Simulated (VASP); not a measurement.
AgBr: band structure with LDA

Crystal: AgBr.

```
Ag Br
1.0
     0.00000    2.83633    2.83633
     2.83633    0.00000    2.83633
     2.83633    2.83633    0.00000
Ag Br
1 1
Direct
  0.00000 0.00000 0.00000
  0.50000 0.50000 0.50000
```

| Property | Result |
| --- | --- |
| Program | VASP 6.6.1 |
| Task | band structure |
| Functional | LDA |
| Potentials or basis | VASP PAW LDA potentials, release 64 (Ag, Br) |
| Cutoff | 520 eV |
| k mesh | 8 × 8 × 8 |
| Occupations | gaussian, width 0.03 eV |
| Spin | no spin polarisation |
| Further INCAR settings | ALGO = Fast; EDIFF = 1e-06; NBANDS = 16 |

```json
{
 "Pressure": "-2.6 GPa",
 "Band gap on the k mesh": "0.41 eV, indirect (least direct gap 2.47 eV)",
 "Band gap along the path": "0.41 eV, indirect (least direct gap 2.47 eV)"
}
```

Levels at the corners of the path, in eV from the valence-band top:
| point | band 5 | band 6 | band 7 | band 8 | band 9 | band 10 | band 11 | band 12 | band 13 | band 14 |
| --- | --- | --- | --- | --- | --- | --- | --- | --- | --- | --- |
| Γ | -3.03 | -3.03 | -2.06 | -2.06 | -2.06 | 0.41 | 9.83 | 9.83 | 9.83 | 10.80 |
| X | -3.04 | -2.85 | -2.56 | -2.56 | -2.44 | 1.29 | 6.86 | 8.99 | 10.98 | 10.98 |
| X | -3.04 | -2.85 | -2.56 | -2.56 | -2.44 | 1.29 | 6.86 | 8.99 | 10.98 | 10.98 |
| W | -2.56 | -2.55 | -2.46 | -2.46 | -1.71 | 3.68 | 6.93 | 7.51 | 7.51 | 12.79 |
| W | -2.56 | -2.55 | -2.46 | -2.46 | -1.71 | 3.68 | 6.93 | 7.51 | 7.51 | 12.79 |
| K | -2.86 | -2.62 | -2.38 | -2.19 | -1.32 | 2.74 | 6.66 | 8.11 | 9.07 | 10.62 |
| K | -2.86 | -2.62 | -2.38 | -2.19 | -1.32 | 2.74 | 6.66 | 8.11 | 9.07 | 10.62 |
| Γ | -3.03 | -3.03 | -2.06 | -2.06 | -2.06 | 0.41 | 9.83 | 9.83 | 9.83 | 10.80 |
| Γ | -3.03 | -3.03 | -2.06 | -2.06 | -2.06 | 0.41 | 9.83 | 9.83 | 9.83 | 10.80 |
| L | -2.68 | -2.68 | -2.32 | 0.00 | 0.00 | 3.40 | 6.51 | 6.51 | 6.62 | 12.10 |
| L | -2.68 | -2.68 | -2.32 | 0.00 | 0.00 | 3.40 | 6.51 | 6.51 | 6.62 | 12.10 |
| U | -2.86 | -2.62 | -2.38 | -2.19 | -1.32 | 2.74 | 6.66 | 8.11 | 9.07 | 10.62 |
| U | -2.86 | -2.62 | -2.38 | -2.19 | -1.32 | 2.74 | 6.66 | 8.11 | 9.07 | 10.62 |
| W | -2.56 | -2.55 | -2.46 | -2.46 | -1.71 | 3.68 | 6.93 | 7.51 | 7.51 | 12.79 |
| W | -2.56 | -2.55 | -2.46 | -2.46 | -1.71 | 3.68 | 6.93 | 7.51 | 7.51 | 12.79 |
| L | -2.68 | -2.68 | -2.32 | 0.00 | 0.00 | 3.40 | 6.51 | 6.51 | 6.62 | 12.10 |
| L | -2.68 | -2.68 | -2.32 | 0.00 | 0.00 | 3.40 | 6.51 | 6.51 | 6.62 | 12.10 |
| K | -2.86 | -2.62 | -2.38 | -2.19 | -1.32 | 2.74 | 6.66 | 8.11 | 9.07 | 10.62 |
| U | -2.86 | -2.62 | -2.38 | -2.19 | -1.32 | 2.74 | 6.66 | 8.11 | 9.07 | 10.62 |
| X | -3.04 | -2.85 | -2.56 | -2.56 | -2.44 | 1.29 | 6.86 | 8.99 | 10.98 | 10.98 |

It took 44 s on 1 thread of Intel(R) Xeon(R) 6975P-C (Granite Rapids) (shared host), peak memory 0.17 GiB.

Expect the measured gap to be larger: semilocal functionals such as LDA lack the derivative discontinuity.
